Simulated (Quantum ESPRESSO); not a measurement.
Set up this calculation in Quantum ESPRESSO 7.5, as the native input.

* Task: single point
* Functional: PBEsol
* Potentials or basis: GBRV 1.5 PBEsol
* Cutoff: 612 eV
* Density cutoff: 4898 eV
* k mesh: 10 × 10 × 10
* Occupations: fermi-dirac, width 0.05 eV
* Spin: no spin polarisation
* Hubbard terms: Mo d U = 6 eV
* Hubbard projectors: ortho-atomic
* Mixing beta: 0.3
* Most SCF iterations: 120
* SCF threshold: 6e-10 Ry

MoS2:

```
CELL_PARAMETERS angstrom
1.58000 0.91221 6.15000
-1.58000 0.91221 6.15000
0.00000 -1.82443 6.15000
ATOMIC_POSITIONS crystal
Mo 0.00000 0.00000 0.00000
S 0.41700 0.41700 0.41700
S 0.25000 0.25000 0.25000
```

Measurements of this composition are mostly on another form, of space group No. 194.

The input as run:

pw.in

```
&CONTROL
  calculation = 'scf'
  prefix = 'pwscf'
  outdir = './tmp'
  pseudo_dir = './pseudo'
  tprnfor = .true.
  tstress = .true.
  disk_io = 'nowf'
/
&SYSTEM
  ibrav = 0
  A = 6.41490712
  nat = 3
  ntyp = 2
  ecutwfc = 45
  ecutrho = 360
  nbnd = 23
  occupations = 'smearing'
  smearing = 'fd'
  degauss = 0.00367493
/
&ELECTRONS
  conv_thr = 6d-10
  electron_maxstep = 120
  mixing_beta = 0.3
/
ATOMIC_SPECIES
Mo    95.9500 mo_pbesol_v1.uspp.F.UPF
S     32.0600 s_pbesol_v1.4.uspp.F.UPF
CELL_PARAMETERS alat
   0.2463013058    0.1422021252    0.9587044496
  -0.2463013058    0.1422021252    0.9587044496
   0.0000000000   -0.2844042504    0.9587044496
ATOMIC_POSITIONS alat
Mo     0.0000000000    0.0000000000    0.0000000000
S      0.0000000000    0.0000000000    1.1993392665
S      0.0000000000    0.0000000000    0.7190283372
K_POINTS automatic
10 10 10 0 0 0
HUBBARD {ortho-atomic}
U Mo-4d 6.0
```

Potentials or basis: GBRV 1.5 PBEsol.

Command:

```console
$ OMP_NUM_THREADS=1 mpirun -n 2 pw.x -nk 2 -in pw.in > pw.out
```

Results of the run:

* Pressure: 0.5 GPa
* Largest force: 0.240 eV/Å
* Band gap on the k mesh: 0.89 eV, indirect (least direct gap 1.52 eV)

It took 3.4 min on 2 MPI ranks on AMD EPYC 7R43 64-Core Processor (Zen 3), with other jobs on the host, peak memory 0.38 GiB a rank.
